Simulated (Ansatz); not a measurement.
## CuO (Tenorite) under changes of volume

One of the cells (10.135 Å³/atom); the others are scaled copies at fixed shape and fractional positions:

```
Cu O
1.0
     2.34185   -1.71130    0.00000
     2.34185    1.71130    0.00000
    -0.85003    0.00000    5.05787
Cu O
2 2
Cartesian
  0.7459 -0.8557 2.5289
  1.1709 0.8557 0.0000
  1.7043 0.2793 3.7934
  2.1293 -0.2793 1.2645
```

| Quantity | Value |
| --- | --- |
| Program | Ansatz 0.2.0 |
| Functional | PBEsol |
| Potentials or basis | Ansatz PAW |
| Cutoff | 420 eV (not typed: the program's choice for these potentials) |
| k mesh | 10 × 10 × 5 |
| Occupations | fermi-dirac, width 0.05 eV |
| Spin | no spin polarisation |

| volume (Å³/atom) | energy over the lowest point (meV/atom) | pressure (GPa) | largest force (eV/Å) |
| --- | --- | --- | --- |
| 9.527 | 13.01 | 9.7 | 0.155 |
| 9.730 | 3.73 | 5.1 | 0.230 |
| 9.932 | 0.00 | 1.0 | 0.299 |
| 10.135 | 1.19 | -2.7 | 0.362 |
| 10.338 | 6.77 | -6.0 | 0.419 |
| 10.540 | 16.27 | -8.9 | 0.472 |
| 10.743 | ? | ? | ? |

Task: What does the run at 10.743 Å³/atom give?

Result: Energy over the lowest point 29.25 meV/atom; pressure -11.5 GPa; largest force 0.520 eV/Å.

Worked out: A Birch-Murnaghan fit of order 3 (a polynomial in V^(-2/3)) to the other rows has its minimum at 9.98 Å³/atom with B0 = V·E''(V) = 186 GPa and B' = 4.6 at fixed shape and positions, which overstates the stiffness. It gives 29.32 meV/atom at 10.743 Å³/atom, against the run's 29.25, and -dE/dV = -11.6 GPa, against -11.5.

Energies are extrapolated to zero smearing.

Caveats: the run has no spin polarisation, though such a crystal can be magnetic; the PAW data sets come from PBE, with cores solved anew for the run's functional, which leaves a small shift of forces and pressure.
